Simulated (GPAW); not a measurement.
Crystal: Ru.

```
Ru
1.0
     2.70580    0.00000    0.00000
    -1.35290    2.34329    0.00000
     0.00000    0.00000    4.28190
Ru
2
Direct
  0.66667 0.33333 0.75000
  0.33333 0.66667 0.25000
```

* Program: GPAW 26.7.0
* Task: relaxation of cell and atoms
* Functional: PBEsol
* Dispersion: D4
* Potentials or basis: PAW data sets generated in the run's folder for this functional
* Cutoff: 600 eV
* Basis: pw
* k mesh: 8 × 8 × 5
* Occupations: fermi-dirac, width 0.05 eV
* Spin: no spin polarisation

At the start: pressure -10.8 GPa; volume 13.57 Å³/atom.

Question: How do energy, volume and symmetry change on relaxing?

Answer: Over 4 steps the energy falls by 14.3 meV/atom and the volume is 13.14 Å³/atom (-3.2 %); space group P6_3/mmc (No. 194, to 0.05 Å).

Step by step:
| step | energy change (eV) | largest force (eV/Å) | pressure (GPa) | volume (Å³) |
| --- | --- | --- | --- | --- |
| 1 | 0.0000 | 0.0001 | -10.75 | 27.15 |
| 2 | -0.0243 | 0.0001 | -4.53 | 26.62 |
| 3 | -0.0285 | 0.0002 | 0.22 | 26.26 |
| 4 | -0.0286 | 0.0001 | 0.00 | 26.28 |

Final structure:
```cif
data_structure
_symmetry_space_group_name_H-M 'P 1'
_symmetry_Int_Tables_number 1
_cell_length_a 2.6775
_cell_length_b 2.6775
_cell_length_c 4.2325
_cell_angle_alpha 90.000
_cell_angle_beta 90.000
_cell_angle_gamma 120.000
_cell_volume 26.28
loop_
_atom_site_label
_atom_site_type_symbol
_atom_site_fract_x
_atom_site_fract_y
_atom_site_fract_z
_atom_site_occupancy
Ru1 Ru 0.66667 0.33333 0.75000 1
Ru2 Ru 0.33333 0.66667 0.25000 1
```

Caveat: later steps reuse the first step's grids; pairwise dispersion overbinds metals, which lowers pressure and volume.
